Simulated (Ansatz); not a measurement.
**WS2: freezing in a mode**

The task, for WS2: freeze in mode 7 at growing amplitude.

Method: DFT r2SCAN, scalar-relativistic, plane waves, PAW, in Ansatz 0.2.0.

2 further runs of the same task are left out: 2 set aside as unsound or not needed. Runs told in other sessions of the task aren't counted.

**1. Starting point**

The structure is hexagonal, space group P-6m2 (No. 187). Conventional cell: a = 3.181 Å, b = 3.181 Å, c = 16.951 Å, α = 90.00°, β = 90.00°, γ = 120.00°. Around W (site symmetry -6m2) lie 6 S at 2.41 Å. S (site symmetry 3m) is surrounded by 3 W at 2.41 Å.

Structure file:

```cif
data_structure
_symmetry_space_group_name_H-M 'P 1'
_symmetry_Int_Tables_number 1
_cell_length_a 3.1811
_cell_length_b 3.1811
_cell_length_c 33.9015
_cell_angle_alpha 90.000
_cell_angle_beta 90.000
_cell_angle_gamma 120.000
_cell_volume 297.10
loop_
_atom_site_label
_atom_site_type_symbol
_atom_site_fract_x
_atom_site_fract_y
_atom_site_fract_z
_atom_site_occupancy
W1 W 0.33333 0.66667 0.00000 1
W2 W 0.33333 0.66667 0.50000 1
S1 S 0.66667 0.33333 0.45401 1
S2 S 0.66667 0.33333 0.95401 1
S3 S 0.66667 0.33333 0.04599 1
S4 S 0.66667 0.33333 0.54599 1
```

It goes back to an entry of the Materials Project, which need not be the stable form.

It is built from the cell relaxed beforehand with the same method (49.52 Å³/atom).

**2. Zero of energy**

The cell is repeated 2 times, 6 atoms in all. The reference gives a free energy of -24423.2275 eV, pressure 0.00 GPa, largest force 0.001 eV/Å and gap on the mesh 1.90 eV. It was computed beforehand with the settings of the runs below.

**3. Setting up freezing in a mode**

Mode 7 of the phonon run on this cell, counted from the lowest, is frozen in: each atom moves by x times its row below, so x is the largest displacement.

```
atom      ux      uy     uz
  W1   0.000   0.000  0.000
  W2   0.000   0.000  0.000
  S3  -0.707  -0.707  0.000
  S4   0.000   0.000  0.000
  S5   0.000   0.000  0.000
  S6   0.707   0.707  0.000
```

**4. x = -0.200 Å**

input.yaml reads:

```yaml
crystal:
  lattice:
    - [3.1810954022, 0.0, 0.0]
    - [-1.5905477011, 2.7549094302, 0.0]
    - [0.0, 0.0, 33.9014800071]
  atoms:
    - { symbol: W, position: [0.3333333333, 0.6666666667, 0.0] }
    - { symbol: W, position: [0.3333333333, 0.6666666667, 0.5] }
    - { symbol: S, position: [0.7367906291, 0.3846676366, 0.4540112451] }
    - { symbol: S, position: [0.6666666667, 0.3333333333, 0.9540112451] }
    - { symbol: S, position: [0.6666666667, 0.3333333333, 0.0459887549] }
    - { symbol: S, position: [0.5965427043, 0.28199903, 0.5459887549] }
basis:
  ecutwfc: 500
kpoints:
  mp_grid: { grid: [12, 12, 1] }
hamiltonian:
  xc: r2scan
scf:
  occupations: { method: gaussian, width: 0.05 }
output:
  forces: true
  stress: true
  eigenvalues: true
```

Launch:

```console
$ ansatz run input.yaml --threads 2 --pin off --max-ram 5120MiB --backend cpu --events-out ev --progress --plain --runs-dir out
```

The program printed (excerpt; [...] marks lines left out):

```text
Warning: RAYON_NUM_THREADS=2 ignored (pool sized by the plan → 2); use --threads N
[...]
Pseudopotentials: kind: paw
Pseudopotential: W, paw, valence charge 14, recommended cutoff 500 eV (meta_gga), W.paw.azcp
Pseudopotential: S, paw, valence charge 6, recommended cutoff 500 eV (meta_gga), S.paw.azcp
Functional definition: r2SCAN
[...]
Crystal: 6 atoms, lattice volume = 297.100 Å³
Basis set: ecut = 500 eV, 7521 PW (Γ), exchange–correlation on 96×96×1000 points (64 copies of the dense FFT grid, shifted against one another)
Bands: 32, of which v1, the nominal top of the filled ones, is band 26 counted from 1 (25 counted from 0)
Symmetry: 1 space group operations
Space group: P1 (ITA 1), of the structure as read, at distance tolerance 6.7e-5 Å
k-points: 74 of 144 (time reversal used)
[...]
SCF iter   1: F=—  HF=-24422.673435 eV  |F-HF|=—  |Δ(HF+E_count)|=         —  Δρ=4.89e-3  dr2=6.69e-2  dr2_τ=1.75e-1  ethr=1.77e-3  ⟨swp⟩=9.7  Hψ=13481  notcnv=0
[...]
SCF iter   9: F=-24422.818160 eV  HF=-24422.818160 eV  |F-HF|=3.28e-8  |Δ(HF+E_count)|=   4.19e-7  Δρ=3.39e-6  dr2=7.70e-8  dr2_τ=9.59e-10  ethr=1.92e-10  ⟨swp⟩=11.3  Hψ=13360  notcnv=0
[...]
SCF converged after 9 iterations
Free energy (F): -24422.818160 eV
[...]
E sigma→0 (E₀):  -24422.818160 eV
Fermi energy:    1.118346 eV
[...]
--- Forces (eV/Å), atoms counted from 1 ---
  atom   1  W      0.00000022    -0.00000071    -0.00002980
  atom   2  W      0.66686070     0.00038192     0.11171748
  atom   3  S     -1.77458583    -1.44111502    -0.57430923
  atom   4  S     -0.00000011    -0.00000015    -0.00091175
  atom   5  S     -0.00000018     0.00000020     0.00092254
  atom   6  S      1.10772155     1.44072926     0.46262058
[...]
--- Stress (GPa, compression-positive) ---
        0.310977       0.024359       2.423359
        0.024359       0.304953       2.422971
        2.423358       2.422970       0.873283
  P = ⅓ Tr σ = 0.4964 GPa (4.964 kbar)
--- Band table (eV; the first three rows and the last of 74) ---
[...]
```

It took 33 s on 2 threads of Intel Xeon 6975P-C (Granite Rapids), shared host; peak memory 1.4 GiB.

**5. At x = 0.150 Å**

input.yaml: that of step 4 with these lines changed.

```diff
@@ -8,6 +8,6 @@
     - { symbol: W, position: [0.3333333333, 0.6666666667, 0.5] }
-    - { symbol: S, position: [0.7367906291, 0.3846676366, 0.4540112451] }
+    - { symbol: S, position: [0.6140736949, 0.2948326059, 0.4540112451] }
     - { symbol: S, position: [0.6666666667, 0.3333333333, 0.9540112451] }
     - { symbol: S, position: [0.6666666667, 0.3333333333, 0.0459887549] }
-    - { symbol: S, position: [0.5965427043, 0.28199903, 0.5459887549] }
+    - { symbol: S, position: [0.7192596385, 0.3718340608, 0.5459887549] }
 basis:
```

Launch:

```console
$ ansatz run input.yaml --threads 2 --pin off --max-ram 5120MiB --backend cpu --events-out ev --progress --plain --runs-dir out
```

The program printed (excerpt; [...] marks lines left out):

```text
[...]
SCF converged after 9 iterations
Free energy (F): -24422.996828 eV
[...]
E sigma→0 (E₀):  -24422.996828 eV
Fermi energy:    1.100100 eV
[...]
--- Forces (eV/Å), atoms counted from 1 ---
  atom   1  W     -0.00000037     0.00000009     0.00002854
  atom   2  W      0.37626000     0.00011749    -0.04729290
  atom   3  S      0.89684260     1.08486033    -0.26863779
  atom   4  S     -0.00000008     0.00000008    -0.00088741
  atom   5  S     -0.00000017     0.00000015     0.00088572
  atom   6  S     -1.27309699    -1.08497277     0.31589899
[...]
--- Stress (GPa, compression-positive) ---
        0.175213       0.014281      -1.824429
        0.014281       0.173320      -1.824338
       -1.824429      -1.824338       0.492950
  P = ⅓ Tr σ = 0.2805 GPa (2.805 kbar)
--- Band table (eV; the first three rows and the last of 74) ---
[...]
```

It took 34 s on 2 threads of Intel Xeon 6975P-C (Granite Rapids), shared host; peak memory 1.4 GiB.

**6. At x = -0.100 Å**

input.yaml: that of step 5 with these lines changed.

```diff
@@ -8,6 +8,6 @@
     - { symbol: W, position: [0.3333333333, 0.6666666667, 0.5] }
-    - { symbol: S, position: [0.6140736949, 0.2948326059, 0.4540112451] }
+    - { symbol: S, position: [0.7017286479, 0.359000485, 0.4540112451] }
     - { symbol: S, position: [0.6666666667, 0.3333333333, 0.9540112451] }
     - { symbol: S, position: [0.6666666667, 0.3333333333, 0.0459887549] }
-    - { symbol: S, position: [0.7192596385, 0.3718340608, 0.5459887549] }
+    - { symbol: S, position: [0.6316046855, 0.3076661817, 0.5459887549] }
 basis:
```

Launch:

```console
$ ansatz run input.yaml --threads 2 --pin off --max-ram 5120MiB --backend cpu --events-out ev --progress --plain --runs-dir out
```

The program printed (excerpt; [...] marks lines left out):

```text
Warning: RAYON_NUM_THREADS=2 ignored (pool sized by the plan → 2); use --threads N
[...]
[... 4 set-up lines as earlier in the session ...]
[...]
Crystal: 6 atoms, lattice volume = 297.100 Å³
Basis set: ecut = 500 eV, 7521 PW (Γ), exchange–correlation on 96×96×1000 points (64 copies of the dense FFT grid, shifted against one another)
Bands: 32, of which v1, the nominal top of the filled ones, is band 26 counted from 1 (25 counted from 0)
[... 2 set-up lines as earlier in the session ...]
k-points: 74 of 144 (time reversal used)
[...]
SCF iter   1: F=—  HF=-24422.981342 eV  |F-HF|=—  |Δ(HF+E_count)|=         —  Δρ=4.97e-3  dr2=7.22e-2  dr2_τ=1.72e-1  ethr=1.77e-3  ⟨swp⟩=9.8  Hψ=13686  notcnv=0
[...]
SCF iter   9: F=-24423.124856 eV  HF=-24423.124856 eV  |F-HF|=2.49e-8  |Δ(HF+E_count)|=   1.97e-7  Δρ=2.43e-6  dr2=3.65e-8  dr2_τ=3.24e-9  ethr=1.92e-10  ⟨swp⟩=11.1  Hψ=12611  notcnv=0
[...]
SCF converged after 9 iterations
Free energy (F): -24423.124856 eV
[...]
E sigma→0 (E₀):  -24423.124856 eV
Fermi energy:    1.085713 eV
[...]
--- Forces (eV/Å), atoms counted from 1 ---
  atom   1  W      0.00000022    -0.00000010     0.00000099
  atom   2  W      0.16758733     0.00002256     0.01403725
  atom   3  S     -0.80895455    -0.72515798    -0.13744979
  atom   4  S     -0.00000001    -0.00000014    -0.00089547
  atom   5  S     -0.00000009     0.00000002     0.00087541
  atom   6  S      0.64136097     0.72514183     0.12343609
[...]
--- Stress (GPa, compression-positive) ---
        0.078068       0.006535       1.219385
        0.006535       0.077696       1.219373
        1.219385       1.219373       0.220825
  P = ⅓ Tr σ = 0.1255 GPa (1.255 kbar)
--- Band table (eV; the first three rows and the last of 74) ---
[...]
```

It took 34 s on 2 threads of Intel Xeon 6975P-C (Granite Rapids), shared host; peak memory 1.4 GiB.

**7. At x = 0.050 Å**

input.yaml: that of step 6 with these lines changed.

```diff
@@ -8,6 +8,6 @@
     - { symbol: W, position: [0.3333333333, 0.6666666667, 0.5] }
-    - { symbol: S, position: [0.7017286479, 0.359000485, 0.4540112451] }
+    - { symbol: S, position: [0.6491356761, 0.3204997575, 0.4540112451] }
     - { symbol: S, position: [0.6666666667, 0.3333333333, 0.9540112451] }
     - { symbol: S, position: [0.6666666667, 0.3333333333, 0.0459887549] }
-    - { symbol: S, position: [0.6316046855, 0.3076661817, 0.5459887549] }
+    - { symbol: S, position: [0.6841976573, 0.3461669092, 0.5459887549] }
 basis:
```

Launch:

```console
$ ansatz run input.yaml --threads 2 --pin off --max-ram 5120MiB --backend cpu --events-out ev --progress --plain --runs-dir out
```

The program printed (excerpt; [...] marks lines left out):

```text
[...]
SCF converged after 10 iterations
Free energy (F): -24423.201827 eV
[...]
E sigma→0 (E₀):  -24423.201827 eV
Fermi energy:    1.076779 eV
[...]
--- Forces (eV/Å), atoms counted from 1 ---
  atom   1  W     -0.00000032     0.00000010    -0.00001012
  atom   2  W      0.04194971     0.00000101    -0.00174304
  atom   3  S      0.34213683     0.36310642    -0.03241707
  atom   4  S     -0.00000003    -0.00000008    -0.00088416
  atom   5  S     -0.00000004    -0.00000001     0.00088153
  atom   6  S     -0.38408508    -0.36311356     0.03417041
[...]
--- Stress (GPa, compression-positive) ---
        0.019757       0.001662      -0.610585
        0.001662       0.019732      -0.610584
       -0.610585      -0.610584       0.057445
  P = ⅓ Tr σ = 0.0323 GPa (0.323 kbar)
--- Band table (eV; the first three rows and the last of 74) ---
[...]
```

Wall time 37 s (2 threads of Intel Xeon 6975P-C (Granite Rapids), shared host); peak memory 1.3 GiB.

**8. Point x = 0.175 Å**

input.yaml: that of step 7 with these lines changed.

```diff
@@ -8,6 +8,6 @@
     - { symbol: W, position: [0.3333333333, 0.6666666667, 0.5] }
-    - { symbol: S, position: [0.6491356761, 0.3204997575, 0.4540112451] }
+    - { symbol: S, position: [0.6053081996, 0.288415818, 0.4540112451] }
     - { symbol: S, position: [0.6666666667, 0.3333333333, 0.9540112451] }
     - { symbol: S, position: [0.6666666667, 0.3333333333, 0.0459887549] }
-    - { symbol: S, position: [0.6841976573, 0.3461669092, 0.5459887549] }
+    - { symbol: S, position: [0.7280251338, 0.3782508487, 0.5459887549] }
 basis:
```

Launch:

```console
$ ansatz run input.yaml --threads 2 --pin off --max-ram 5120MiB --backend cpu --events-out ev --progress --plain --runs-dir out
```

The program printed (excerpt; [...] marks lines left out):

```text
Warning: RAYON_NUM_THREADS=2 ignored (pool sized by the plan → 2); use --threads N
[...]
[... 4 set-up lines as earlier in the session ...]
[...]
Crystal: 6 atoms, lattice volume = 297.100 Å³
Basis set: ecut = 500 eV, 7521 PW (Γ), exchange–correlation on 96×96×1000 points (64 copies of the dense FFT grid, shifted against one another)
Bands: 32, of which v1, the nominal top of the filled ones, is band 26 counted from 1 (25 counted from 0)
[... 2 set-up lines as earlier in the session ...]
k-points: 74 of 144 (time reversal used)
[...]
SCF iter   1: F=—  HF=-24422.769534 eV  |F-HF|=—  |Δ(HF+E_count)|=         —  Δρ=4.91e-3  dr2=6.85e-2  dr2_τ=1.74e-1  ethr=1.77e-3  ⟨swp⟩=9.8  Hψ=13618  notcnv=0
[...]
SCF iter   9: F=-24422.913789 eV  HF=-24422.913789 eV  |F-HF|=2.63e-8  |Δ(HF+E_count)|=   1.33e-7  Δρ=2.40e-6  dr2=2.93e-8  dr2_τ=8.48e-10  ethr=1.92e-10  ⟨swp⟩=11.2  Hψ=13496  notcnv=0
[...]
SCF converged after 9 iterations
Free energy (F): -24422.913789 eV
[...]
E sigma→0 (E₀):  -24422.913789 eV
Fermi energy:    1.108786 eV
[...]
--- Forces (eV/Å), atoms counted from 1 ---
  atom   1  W      0.00000020     0.00000003     0.00003325
  atom   2  W      0.51140938     0.00022139    -0.07498123
  atom   3  S      1.00791588     1.26338824    -0.35986899
  atom   4  S     -0.00000002    -0.00000005    -0.00089183
  atom   5  S     -0.00000017     0.00000009     0.00089573
  atom   6  S     -1.51931713    -1.26360904     0.43480494
[...]
--- Stress (GPa, compression-positive) ---
        0.238252       0.019069      -2.124826
        0.019069       0.234732      -2.124628
       -2.124826      -2.124628       0.669616
  P = ⅓ Tr σ = 0.3809 GPa (3.809 kbar)
--- Band table (eV; the first three rows and the last of 74) ---
[...]
```

It took 35 s on 2 threads of Intel Xeon 6975P-C (Granite Rapids), shared host; peak memory 1.4 GiB.

**9. Point x = 0.125 Å**

input.yaml: that of step 8 with these lines changed.

```diff
@@ -8,6 +8,6 @@
     - { symbol: W, position: [0.3333333333, 0.6666666667, 0.5] }
-    - { symbol: S, position: [0.6053081996, 0.288415818, 0.4540112451] }
+    - { symbol: S, position: [0.6228391902, 0.3012493938, 0.4540112451] }
     - { symbol: S, position: [0.6666666667, 0.3333333333, 0.9540112451] }
     - { symbol: S, position: [0.6666666667, 0.3333333333, 0.0459887549] }
-    - { symbol: S, position: [0.7280251338, 0.3782508487, 0.5459887549] }
+    - { symbol: S, position: [0.7104941432, 0.3654172729, 0.5459887549] }
 basis:
```

Launch:

```console
$ ansatz run input.yaml --threads 2 --pin off --max-ram 5120MiB --backend cpu --events-out ev --progress --plain --runs-dir out
```

The program printed (excerpt; [...] marks lines left out):

```text
Warning: RAYON_NUM_THREADS=2 ignored (pool sized by the plan → 2); use --threads N
[...]
[... 4 set-up lines as earlier in the session ...]
[...]
Crystal: 6 atoms, lattice volume = 297.100 Å³
Basis set: ecut = 500 eV, 7521 PW (Γ), exchange–correlation on 96×96×1000 points (64 copies of the dense FFT grid, shifted against one another)
Bands: 32, of which v1, the nominal top of the filled ones, is band 26 counted from 1 (25 counted from 0)
[... 2 set-up lines as earlier in the session ...]
k-points: 74 of 144 (time reversal used)
[...]
SCF iter   1: F=—  HF=-24422.923432 eV  |F-HF|=—  |Δ(HF+E_count)|=         —  Δρ=4.95e-3  dr2=7.10e-2  dr2_τ=1.73e-1  ethr=1.77e-3  ⟨swp⟩=9.8  Hψ=13601  notcnv=0
[...]
SCF iter   9: F=-24423.067202 eV  HF=-24423.067202 eV  |F-HF|=3.35e-8  |Δ(HF+E_count)|=   2.18e-7  Δρ=2.86e-6  dr2=3.16e-8  dr2_τ=2.36e-9  ethr=1.92e-10  ⟨swp⟩=11.9  Hψ=13268  notcnv=0
[...]
SCF converged after 9 iterations
Free energy (F): -24423.067202 eV
[...]
E sigma→0 (E₀):  -24423.067202 eV
Fermi energy:    1.092342 eV
[...]
--- Forces (eV/Å), atoms counted from 1 ---
  atom   1  W      0.00000090    -0.00000008     0.00002156
  atom   2  W      0.26160297     0.00005537    -0.02741329
  atom   3  S      0.77462190     0.90537503    -0.18959808
  atom   4  S      0.00000005     0.00000017    -0.00088455
  atom   5  S     -0.00000013     0.00000031     0.00088471
  atom   6  S     -1.03622687    -0.90543145     0.21698480
[...]
--- Stress (GPa, compression-positive) ---
        0.121822       0.010077      -1.522510
        0.010077       0.120912      -1.522473
       -1.522509      -1.522473       0.343291
  P = ⅓ Tr σ = 0.1953 GPa (1.953 kbar)
--- Band table (eV; the first three rows and the last of 74) ---
[...]
```

Wall time 34 s (2 threads of Intel Xeon 6975P-C (Granite Rapids), shared host); peak memory 1.4 GiB.

**10. x = 0.075 Å**

input.yaml: that of step 9 with these lines changed.

```diff
@@ -8,6 +8,6 @@
     - { symbol: W, position: [0.3333333333, 0.6666666667, 0.5] }
-    - { symbol: S, position: [0.6228391902, 0.3012493938, 0.4540112451] }
+    - { symbol: S, position: [0.6403701808, 0.3140829696, 0.4540112451] }
     - { symbol: S, position: [0.6666666667, 0.3333333333, 0.9540112451] }
     - { symbol: S, position: [0.6666666667, 0.3333333333, 0.0459887549] }
-    - { symbol: S, position: [0.7104941432, 0.3654172729, 0.5459887549] }
+    - { symbol: S, position: [0.6929631526, 0.3525836971, 0.5459887549] }
 basis:
```

Launch:

```console
$ ansatz run input.yaml --threads 2 --pin off --max-ram 5120MiB --backend cpu --events-out ev --progress --plain --runs-dir out
```

The program printed (excerpt; [...] marks lines left out):

```text
[...]
SCF converged after 9 iterations
Free energy (F): -24423.169742 eV
[...]
E sigma→0 (E₀):  -24423.169742 eV
Fermi energy:    1.080583 eV
[...]
--- Forces (eV/Å), atoms counted from 1 ---
  atom   1  W      0.00000028     0.00000012    -0.00002224
  atom   2  W      0.09433823     0.00000701    -0.00590158
  atom   3  S      0.49716681     0.54432839    -0.07085685
  atom   4  S      0.00000002    -0.00000011    -0.00084322
  atom   5  S     -0.00000009     0.00000001     0.00087483
  atom   6  S     -0.59150839    -0.54434276     0.07675007
[...]
--- Stress (GPa, compression-positive) ---
        0.044082       0.003714      -0.915323
        0.003714       0.043963      -0.915321
       -0.915323      -0.915321       0.125518
  P = ⅓ Tr σ = 0.0712 GPa (0.712 kbar)
--- Band table (eV; the first three rows and the last of 74) ---
[...]
```

Run time: 36 s. Hardware: 2 threads of Intel Xeon 6975P-C (Granite Rapids), shared host; peak memory 1.3 GiB.

**11. Point x = 0.025 Å**

input.yaml: that of step 10 with these lines changed.

```diff
@@ -8,6 +8,6 @@
     - { symbol: W, position: [0.3333333333, 0.6666666667, 0.5] }
-    - { symbol: S, position: [0.6403701808, 0.3140829696, 0.4540112451] }
+    - { symbol: S, position: [0.6579011714, 0.3269165454, 0.4540112451] }
     - { symbol: S, position: [0.6666666667, 0.3333333333, 0.9540112451] }
     - { symbol: S, position: [0.6666666667, 0.3333333333, 0.0459887549] }
-    - { symbol: S, position: [0.6929631526, 0.3525836971, 0.5459887549] }
+    - { symbol: S, position: [0.675432162, 0.3397501212, 0.5459887549] }
 basis:
```

Launch:

```console
$ ansatz run input.yaml --threads 2 --pin off --max-ram 5120MiB --backend cpu --events-out ev --progress --plain --runs-dir out
```

The program printed (excerpt; [...] marks lines left out):

```text
Warning: RAYON_NUM_THREADS=2 ignored (pool sized by the plan → 2); use --threads N
[...]
[... 4 set-up lines as earlier in the session ...]
[...]
Crystal: 6 atoms, lattice volume = 297.100 Å³
Basis set: ecut = 500 eV, 7521 PW (Γ), exchange–correlation on 96×96×1000 points (64 copies of the dense FFT grid, shifted against one another)
Bands: 32, of which v1, the nominal top of the filled ones, is band 26 counted from 1 (25 counted from 0)
[... 2 set-up lines as earlier in the session ...]
k-points: 74 of 144 (time reversal used)
[...]
SCF iter   1: F=—  HF=-24423.078141 eV  |F-HF|=—  |Δ(HF+E_count)|=         —  Δρ=4.98e-3  dr2=7.36e-2  dr2_τ=1.71e-1  ethr=1.77e-3  ⟨swp⟩=9.9  Hψ=13391  notcnv=0
[...]
SCF iter   9: F=-24423.221087 eV  HF=-24423.221087 eV  |F-HF|=5.15e-8  |Δ(HF+E_count)|=   1.23e-7  Δρ=2.46e-6  dr2=6.34e-8  dr2_τ=4.98e-9  ethr=1.92e-10  ⟨swp⟩=12.6  Hψ=12335  notcnv=0
[...]
SCF converged after 9 iterations
Free energy (F): -24423.221087 eV
[...]
E sigma→0 (E₀):  -24423.221087 eV
Fermi energy:    1.074498 eV
[...]
--- Forces (eV/Å), atoms counted from 1 ---
  atom   1  W     -0.00000016    -0.00000017    -0.00002957
  atom   2  W      0.01049037    -0.00000050    -0.00019588
  atom   3  S      0.17637581     0.18162498    -0.00890709
  atom   4  S     -0.00000002    -0.00000001    -0.00084570
  atom   5  S     -0.00000001     0.00000006     0.00088334
  atom   6  S     -0.18686520    -0.18161828     0.00914118
[...]
--- Stress (GPa, compression-positive) ---
        0.005133       0.000418      -0.305402
        0.000418       0.005131      -0.305402
       -0.305402      -0.305402       0.016573
  P = ⅓ Tr σ = 0.0089 GPa (0.089 kbar)
--- Band table (eV; the first three rows and the last of 74) ---
[...]
```

Run time: 37 s. Hardware: 2 threads of Intel Xeon 6975P-C (Granite Rapids), shared host; peak memory 1.4 GiB.

**12. Results of the scan**

All points in order; energies are free energies above the reference cell:

| x (Å) | ΔE (meV/cell) | force along the mode (eV/Å) | pressure (GPa) | gap on the mesh (eV) |
| --- | --- | --- | --- | --- |
| -0.200 | 409.3 | 4.076 | 0.5 | 1.79 |
| -0.100 | 102.7 | 2.051 | 0.1 | 1.87 |
| 0.000 | 0.0 | 0.000 | 0.0 | 1.90 |
| 0.025 | 6.4 | -0.514 | 0.0 | 1.89 |
| 0.050 | 25.7 | -1.027 | 0.0 | 1.89 |
| 0.075 | 57.8 | -1.540 | 0.1 | 1.88 |
| 0.125 | 160.3 | -2.561 | 0.2 | 1.85 |
| 0.150 | 230.7 | -3.069 | 0.3 | 1.83 |
| 0.175 | 313.7 | -3.574 | 0.4 | 1.81 |

Not run, since symmetry makes them alike: 0.200 repeats -0.200, -0.150 repeats 0.150, 0.100 repeats -0.100, -0.050 repeats 0.050. Energy, pressure and gap are the same there.

**13. Outcome**

```
                                          quantity     value
                   harmonic wavenumber of the mode  295 cm⁻¹
the same from the force at an amplitude of 0.025 Å  295 cm⁻¹
```

**Reading.** The force at the smallest amplitude gives 295 cm⁻¹ against 295 cm⁻¹ from the phonon run, so the curve is close to a parabola there. The undisturbed cell stays the lowest of the sampled points. The gap on the mesh stays between 1.79 and 1.90 eV. These runs have no spin-orbit coupling; with W it would split and shift bands. The cell holds empty space of several Å, a single layer or slab in vacuum, so volume, pressure and the long edge depend on that space.
